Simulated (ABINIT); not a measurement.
# GaP (F-43m) in ABINIT: notebook

One crystal, GaP, is run at these levels: PBE; tasks: relaxation of cell and atoms, single point.

All numbers are computed with ABINIT 10.8.3 (patched build); they aren't measurements. Logs are shortened: lines on timing, memory, paths and dates and some standing lists are left out, and cuts for length are marked. The log counts tension as positive stress, the text compression.

## 1. The structure

The structure is cubic, space group F-43m (No. 216). Conventional cell: a = 5.451 Å, b = 5.451 Å, c = 5.451 Å, α = 90.00°, β = 90.00°, γ = 90.00°. Around Ga (site symmetry -43m) lie 4 P at 2.36 Å. Around P (site symmetry -43m) lie 4 Ga at 2.36 Å.

## 2. Relaxation of cell and atoms, PBE, spin-orbit coupling, no magnetisation

run.abi

```
# Pseudopotentials
pp_dirpath "./"
pseudos "Ga.GGA_PBE-ansatz.xml, P.GGA_PBE-ansatz.xml"

# Structure
acell 7.2831660764 7.2831660764 7.2831660764
rprim
     0.0000000000     0.7071067812     0.7071067812
     0.7071067812     0.0000000000     0.7071067812
     0.7071067812     0.7071067812     0.0000000000
ntypat 2
znucl 31 15
natom 2
typat 1 2
chkprim 0
chksymtnons 0
tolsym 1.0e-6
xred
            0.0            0.0            0.0
            3/4            3/4            3/4

# Plane-wave basis
ecut 419.055348 eV
pawecutdg 30.8
pawovlp 30
ecutsm 0.5

# k points
kptopt 4
ngkpt 6 6 6
nshiftk 1
shiftk 0.0 0.0 0.0

# Exchange and correlation
ixc 11

# Bands and occupations
nband 26
occopt 3
tsmear 0.05 eV

# Spin
nspinor 2
nspden 1
pawspnorb 1

# SCF cycle
nstep 80
tolvrs 1.0e-10

# Output
iomode 3
prteig 0
prtebands 0
prtwf 0
prtden 0

# Relaxation
ionmov 2
optcell 2
ntime 50
tolmxf 2.0e-5
dilatmx 1.08
```

Potentials or basis: Ansatz PAW PBE default generated set, frozen core.

Run with:

```
> abinit run.abi > log 2>&1
```

run.abo:

```text
[... set-up lines left out ...]
 ETOT  1  -85.677878086435    -8.568E+01 1.034E+00 3.104E+00
 ETOT  2  -85.772770490114    -9.489E-02 2.768E-01 5.280E-01
 ETOT  3  -85.772725015085     4.548E-05 1.694E-02 6.461E-02
 ETOT  4  -85.772279997709     4.450E-04 1.072E-02 1.709E-02
 ETOT  5  -85.772253248463     2.675E-05 8.962E-03 1.322E-03
 ETOT  6  -85.772281206782    -2.796E-05 7.816E-03 8.441E-05
 ETOT  7  -85.772282360646    -1.154E-06 7.511E-03 1.506E-04
 ETOT  8  -85.772281913705     4.469E-07 3.475E-03 9.619E-06
 ETOT  9  -85.772281940345    -2.664E-08 1.866E-03 3.038E-06
 ETOT 10  -85.772281934237     6.108E-09 9.537E-04 6.102E-07
 ETOT 11  -85.772281931902     2.335E-09 3.109E-04 6.466E-09
 ETOT 12  -85.772281931936    -3.392E-11 4.455E-04 1.972E-09
 ETOT 13  -85.772281931953    -1.660E-11 7.419E-05 3.484E-10
 ETOT 14  -85.772281931952     1.265E-12 1.905E-04 8.490E-12

 At SCF step   14       nres2   =  8.49E-12 < tolvrs=  1.00E-10 =>converged.

 Cartesian components of stress tensor (hartree/bohr^3)
  sigma(1 1)= -8.57054845E-05  sigma(3 2)=  0.00000000E+00
  sigma(2 2)= -8.57054845E-05  sigma(3 1)=  0.00000000E+00
  sigma(3 3)= -8.57054845E-05  sigma(2 1)=  0.00000000E+00
[... 349 lines left out ...]
 Gradient of E wrt nuclear positions in reduced coordinates (gred)
  0.00000000000000E+00  0.00000000000000E+00  0.00000000000000E+00
  0.00000000000000E+00  0.00000000000000E+00  0.00000000000000E+00
 Scale of Primitive Cell (acell) [bohr]
  7.35745176088165E+00  7.35745176088165E+00  7.35745176088165E+00
 Real space primitive translations (rprimd) [bohr]
  0.00000000000000E+00  5.20250403237232E+00  5.20250403237232E+00
  5.20250403237232E+00  0.00000000000000E+00  5.20250403237232E+00
  5.20250403237232E+00  5.20250403237232E+00  0.00000000000000E+00
 Unitary Cell Volume (ucvol) [Bohr^3]=  2.81622449873044E+02
 Angles (23,13,12)= [degrees]
  6.00000000000000E+01  6.00000000000000E+01  6.00000000000000E+01
 Lengths [Bohr]
  7.35745176088165E+00  7.35745176088165E+00  7.35745176088165E+00
 Stress tensor in cartesian coordinates (strten) [Ha/bohr^3]
 -1.06879568534043E-07  0.00000000000000E+00  0.00000000000000E+00
  0.00000000000000E+00 -1.06879568534043E-07  0.00000000000000E+00
  0.00000000000000E+00  0.00000000000000E+00 -1.06879568532309E-07
 Total energy (etotal) [Ha]= -8.57726341505120E+01

 Difference of energy with previous step (new-old):
           Absolute (Ha)=-3.40098E-07
           Relative     =-3.96511E-09

 At Broyd/MD step   4, gradients are converged :
  max grad (force/stress) = 1.0688E-05 < tolmxf= 2.0000E-05 ha/bohr (free atoms)

================================================================================

 ----iterations are completed or convergence reached----

 Mean square residual over all n,k,spin=   10.180E-13; max=  22.956E-11
 reduced coordinates (array xred) for    2 atoms
       0.000000000000     -0.000000000000      0.000000000000
       0.750000000000      0.750000000000      0.750000000000
 rms dE/dt=  0.0000E+00; max dE/dt=  0.0000E+00; dE/dt below (all hartree)
    1       0.000000000000      0.000000000000      0.000000000000
    2       0.000000000000      0.000000000000      0.000000000000

 cartesian coordinates (angstrom) at end:
    1      0.00000000000000     0.00000000000000    -0.00000000000000
    2      4.12956985754204     4.12956985754204     4.12956985754204

 cartesian forces (hartree/bohr) at end:
    1     -0.00000000000000    -0.00000000000000    -0.00000000000000
    2     -0.00000000000000    -0.00000000000000    -0.00000000000000
 frms,max,avg= 0.0000000E+00 0.0000000E+00   0.000E+00  0.000E+00  0.000E+00 h/b

 cartesian forces (eV/Angstrom) at end:
    1     -0.00000000000000    -0.00000000000000    -0.00000000000000
    2     -0.00000000000000    -0.00000000000000    -0.00000000000000
 frms,max,avg= 0.0000000E+00 0.0000000E+00   0.000E+00  0.000E+00  0.000E+00 e/A
 length scales=  7.357451760882  7.357451760882  7.357451760882 bohr
              =  3.893395799535  3.893395799535  3.893395799535 angstroms
 Fermi (or HOMO) energy (hartree) =   0.15246   Average Vxc (hartree)=  -0.34336
 Eigenvalues (hartree) for nkpt=  25  k points:
 kpt#   1, nband= 26, wtk=  0.00463, kpt=  0.0000  0.0000  0.0000 (reduced coord)
  -0.41762   -0.41762   -0.41762   -0.41762   -0.40210   -0.40210   -0.39989   -0.39989
  -0.39989   -0.39989   -0.32708   -0.32708    0.12174    0.12174    0.12478    0.12478
   0.12478    0.12478    0.18173    0.18173    0.26255    0.26255    0.26864    0.26864
   0.26864    0.26864
      occupation numbers for kpt#   1
   1.00000    1.00000    1.00000    1.00000    1.00000    1.00000    1.00000    1.00000
   1.00000    1.00000    1.00000    1.00000    1.00000    1.00000    1.00000    1.00000
   1.00000    1.00000    0.00000    0.00000    0.00000    0.00000    0.00000    0.00000
   0.00000    0.00000
 prteigrs : prtvol=0 or 1, do not print more k-points.

--- !EnergyTerms
iteration_state     : {dtset: 1, itime: 4, icycle: 1, }
comment             : Components of total free energy in Hartree
kinetic             :  6.81482665302165E+00
hartree             :  3.76809750581578E+01
xc                  : -4.78873033892420E+00
Ewald energy        : -4.77517610893898E+01
psp_core            :  2.21274504652023E+00
local_psp           : -8.38284535485085E+01
PAW spherical_terms :  3.88776311754062E+00
internal            : -8.57726351015822E+01
'-kT*entropy'       : -3.58613594242139E-10
total_energy        : -8.57726351019408E+01
total_energy_eV     : -2.33399230309450E+03
...

--- !EnergyTermsDC
iteration_state     : {dtset: 1, itime: 4, icycle: 1, }
comment             : '"Double-counting" decomposition of free energy'
band_energy         : -4.55496417135421E+00
Ewald energy        : -4.77517610893898E+01
psp_core            :  2.21274504652023E+00
xc_dc               : -3.81182961777242E+01
PAW spherical_terms :  2.43964224179460E+00
internal            : -8.57726341501534E+01
'-kT*entropy'       : -3.58613594242139E-10
total_energy_dc     : -8.57726341505120E+01
total_energy_dc_eV  : -2.33399227720480E+03
...

--- !EnergyTermsWithPAWCore
iteration_state     : {dtset: 1, itime: 4, icycle: 1, }
comment             : 'Components of total free energy, including PAW core contributions'
Total energy        : -2.26435184666801E+03
Total energy DC     : -2.26435184571658E+03
Total energy (eV)   : -6.16161526964835E+04
Total energy DC (eV): -6.16161526705938E+04
...

 Cartesian components of stress tensor (hartree/bohr^3)
  sigma(1 1)= -1.06879569E-07  sigma(3 2)=  0.00000000E+00
  sigma(2 2)= -1.06879569E-07  sigma(3 1)=  0.00000000E+00
  sigma(3 3)= -1.06879569E-07  sigma(2 1)=  0.00000000E+00

-Cartesian components of stress tensor (GPa)         [Pressure=  3.1445E-03 GPa]
- sigma(1 1)= -3.14450547E-03  sigma(3 2)=  0.00000000E+00
- sigma(2 2)= -3.14450547E-03  sigma(3 1)=  0.00000000E+00
- sigma(3 3)= -3.14450547E-03  sigma(2 1)=  0.00000000E+00

== END DATASET(S) ==============================================================
================================================================================

 -outvars: echo values of variables after computation  --------
            acell      7.3574517609E+00  7.3574517609E+00  7.3574517609E+00 Bohr
           etotal     -8.5772634151E+01
            fcart     -0.0000000000E+00 -0.0000000000E+00 -0.0000000000E+00
                      -0.0000000000E+00 -0.0000000000E+00 -0.0000000000E+00
            rprim      0.0000000000E+00  7.0710678119E-01  7.0710678119E-01
                       7.0710678119E-01  0.0000000000E+00  7.0710678119E-01
                       7.0710678119E-01  7.0710678119E-01  0.0000000000E+00
           strten     -1.0687956853E-07 -1.0687956853E-07 -1.0687956853E-07
                       0.0000000000E+00  0.0000000000E+00  0.0000000000E+00
           xangst      8.5364648885E-32  6.4966370301E-31 -1.6196466726E-31
                       4.1295698575E+00  4.1295698575E+00  4.1295698575E+00
             xred      7.3070755685E-32 -1.3190182267E-31  1.6290916187E-31
                       7.5000000000E-01  7.5000000000E-01  7.5000000000E-01
 Calculation completed.
```

Wall time 4.8 min (1 thread of Arm Neoverse V1, shared host); peak memory 0.25 GiB.

Results:

- Free energy: -2333.9923 eV
- Relaxed volume: 20.87 Å³/atom
- Relaxed cell: a = 3.893 Å, b = 3.893 Å, c = 3.893 Å, α = 60.00°, β = 60.00°, γ = 60.00°
- Space group after relaxing (to 0.05 Å): F-43m (No. 216)
- Energy gained by relaxing: 4.8 meV/atom
- Ionic steps: 4
- Pressure after relaxing: 0.0 GPa
- Band gap on the k mesh: 1.55 eV, direct

The path:
```csv
step,energy change (eV),largest force (eV/Å),pressure (GPa),volume (Å³)
1,0.0000,0.0000,2.52,40.48
2,-0.0043,0.0000,1.85,40.79
3,-0.0096,0.0000,0.07,41.69
4,-0.0096,0.0000,0.00,41.73
```

Final structure:
```
Ga P
1.0
     0.00000    2.75305    2.75305
     2.75305    0.00000    2.75305
     2.75305    2.75305    0.00000
Ga P
1 1
Direct
  0.00000 0.00000 0.00000
  0.75000 0.75000 0.75000
```

Caveat: the atomic spheres overlap.

## 3. Single point, PBE, spin-orbit coupling, no magnetisation (cell relaxed)

run.abi

```
# Pseudopotentials
pp_dirpath "./"
pseudos "Ga.GGA_PBE-ansatz.xml, P.GGA_PBE-ansatz.xml"

# Structure
acell 3.8933957971 3.8933957971 3.8933957971 Angstrom
rprim
     0.0000000000     0.7071067812     0.7071067812
     0.7071067812     0.0000000000     0.7071067812
     0.7071067812     0.7071067812     0.0000000000
ntypat 2
znucl 31 15
natom 2
typat 1 2
xred
     0.0000000000     0.0000000000     0.0000000000
     0.7500000000     0.7500000000     0.7500000000
chkprim 0
chksymtnons 0
tolsym 1.0e-6

# Plane-wave basis
ecut 15.4
pawecutdg 30.8
pawovlp 30

# k points
kptopt 4
ngkpt 6 6 6
nshiftk 1
shiftk 0.0 0.0 0.0

# Exchange and correlation
ixc 11

# Bands and occupations
nband 26
occopt 3
tsmear 0.05 eV

# Spin
nspinor 2
nspden 1
pawspnorb 1

# SCF cycle
nstep 100
tolvrs 1.0e-9

# Output
iomode 3
prtwf 0
prtden 0
prteig 0
prtebands 0
enunit 2
```

Potentials or basis: Ansatz PAW PBE default generated set, frozen core.

Run with:

```
> abinit run.abi > log 2>&1
```

run.abo:

```text
[... set-up lines left out ...]
 ETOT  1  -85.692507674611    -8.569E+01 1.245E+00 2.889E+00
 ETOT  2  -85.773011665728    -8.050E-02 1.724E-01 4.859E-01
 ETOT  3  -85.773058258605    -4.659E-05 4.835E-02 5.835E-02
 ETOT  4  -85.772634990575     4.233E-04 1.314E-02 1.556E-02
 ETOT  5  -85.772614025690     2.096E-05 1.038E-02 1.241E-03
 ETOT  6  -85.772642081188    -2.806E-05 9.524E-03 6.512E-05
 ETOT  7  -85.772643056990    -9.758E-07 6.916E-03 1.187E-04
 ETOT  8  -85.772642733271     3.237E-07 6.705E-03 6.860E-06
 ETOT  9  -85.772642755616    -2.234E-08 1.687E-03 2.445E-06
 ETOT 10  -85.772642751808     3.808E-09 3.391E-03 8.910E-07
 ETOT 11  -85.772642748677     3.131E-09 5.807E-04 2.607E-08
 ETOT 12  -85.772642748650     2.690E-11 1.103E-03 6.366E-09
 ETOT 13  -85.772642748668    -1.783E-11 3.078E-04 1.317E-09
 ETOT 14  -85.772642748669    -1.833E-12 5.239E-04 4.282E-12

 At SCF step   14       nres2   =  4.28E-12 < tolvrs=  1.00E-09 =>converged.

[... 123 lines left out ...]
Total energy DC     : -2.26435185431474E+03
Total energy (eV)   : -6.16161528932206E+04
Total energy DC (eV): -6.16161529045616E+04
...

 Cartesian components of stress tensor (hartree/bohr^3)
  sigma(1 1)=  1.33850053E-06  sigma(3 2)=  0.00000000E+00
  sigma(2 2)=  1.33850053E-06  sigma(3 1)=  0.00000000E+00
  sigma(3 3)=  1.33850053E-06  sigma(2 1)=  0.00000000E+00

-Cartesian components of stress tensor (GPa)         [Pressure= -3.9380E-02 GPa]
- sigma(1 1)=  3.93800452E-02  sigma(3 2)=  0.00000000E+00
- sigma(2 2)=  3.93800452E-02  sigma(3 1)=  0.00000000E+00
- sigma(3 3)=  3.93800452E-02  sigma(2 1)=  0.00000000E+00

== END DATASET(S) ==============================================================
================================================================================

 -outvars: echo values of variables after computation  --------
            acell      7.3574517563E+00  7.3574517563E+00  7.3574517563E+00 Bohr
           etotal     -8.5772642749E+01
            fcart      1.5163100322E-31  5.0543667741E-32 -2.5271833870E-31
                      -1.5163100322E-31 -5.0543667741E-32  2.5271833870E-31
            rprim      0.0000000000E+00  7.0710678120E-01  7.0710678120E-01
                       7.0710678120E-01  0.0000000000E+00  7.0710678120E-01
                       7.0710678120E-01  7.0710678120E-01  0.0000000000E+00
           strten      1.3385005311E-06  1.3385005311E-06  1.3385005311E-06
                       0.0000000000E+00  0.0000000000E+00  0.0000000000E+00
           xangst      0.0000000000E+00  0.0000000000E+00  0.0000000000E+00
                       4.1295698550E+00  4.1295698550E+00  4.1295698550E+00
             xred      0.0000000000E+00  0.0000000000E+00  0.0000000000E+00
                       7.5000000000E-01  7.5000000000E-01  7.5000000000E-01
 Calculation completed.
```

Wall time 68 s (1 thread of Arm Neoverse V1, shared host); peak memory 0.24 GiB.

What came out:

```
Free energy            : -2333.9925 eV
Pressure               : 0.0 GPa
Band gap on the k mesh : 1.55 eV, direct
```

Levels at points of the mesh, in eV from the valence-band top:
| k point | band 15 | band 16 | band 17 | band 18 | band 19 | band 20 | band 21 | band 22 |
| --- | --- | --- | --- | --- | --- | --- | --- | --- |
| (0.00, 0.00, 0.00) | 0.00 | 0.00 | 0.00 | 0.00 | 1.55 | 1.55 | 3.75 | 3.75 |
| (0.50, 0.00, 0.00) | -1.14 | -1.14 | -1.07 | -1.07 | 1.55 | 1.55 | 4.66 | 4.66 |
| (0.50, 0.50, 0.00) | -2.62 | -2.62 | -2.60 | -2.60 | 1.69 | 1.69 | 1.82 | 1.82 |

Caveat: the atomic spheres overlap.
